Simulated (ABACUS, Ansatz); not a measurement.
Fitting the PBEsol energy curve of SrO

```xyz
2
Lattice="0.0000 2.5663 2.5663 2.5663 0.0000 2.5663 2.5663 2.5663 0.0000" Properties=species:S:1:pos:R:3 pbc="T T T"
Sr    2.5663    2.5663    2.5663
O     0.0000    0.0000    0.0000
```

The cell was scaled at fixed shape and fractions and run with Ansatz, Ansatz PAW, cutoff 420 eV; PBEsol, k mesh 9 × 9 × 9 on the cell of 2 atoms, fermi-dirac occupations of 0.05 eV, no spin polarisation, no spin-orbit coupling. The potentials were made for PBE. Energies are those that the program minimises, any entropy of the smearing included.

```tsv
V (Å³/atom)	energy over the lowest row (meV/atom)
15.8873	15.882
16.2253	5.929
16.5634	0.812
16.9014	0.000
17.2394	2.995
17.5774	?
17.9155	19.051
```

**Question.** Fit the third-order Birch-Murnaghan form, give V0, B0 and B′, and predict the energy left open.

**Answer.** With y = (V0/V)^(2/3), E = E0 + (9 V0 B0/16) [(y - 1)³ B′ + (y - 1)² (6 - 4y)]. Least squares through the rows shown give V0 = 16.8003 Å³/atom, E0 = -0.192 meV, B0 = 93.69 GPa (1 eV/Å³ = 160.218 GPa) and B′ = 4.50, with a largest miss of 0.016 meV. At V = 17.5774 the form with these constants gives 9.481 meV; the run gave 9.453 meV an atom. Other set-ups at this level, from all their volumes (Å³/atom, GPa): ABACUS, PseudoDojo NC SR 0.4.1 PBEsol standard, plane waves: V0 16.768, B0 94.05; Ansatz, JTH PAW (made for PBE): V0 16.775, B0 93.91; Ansatz, PseudoDojo standard (made for PBE): V0 16.769, B0 94.04; Ansatz, PseudoDojo stringent (made for PBE): V0 16.779, B0 93.96.
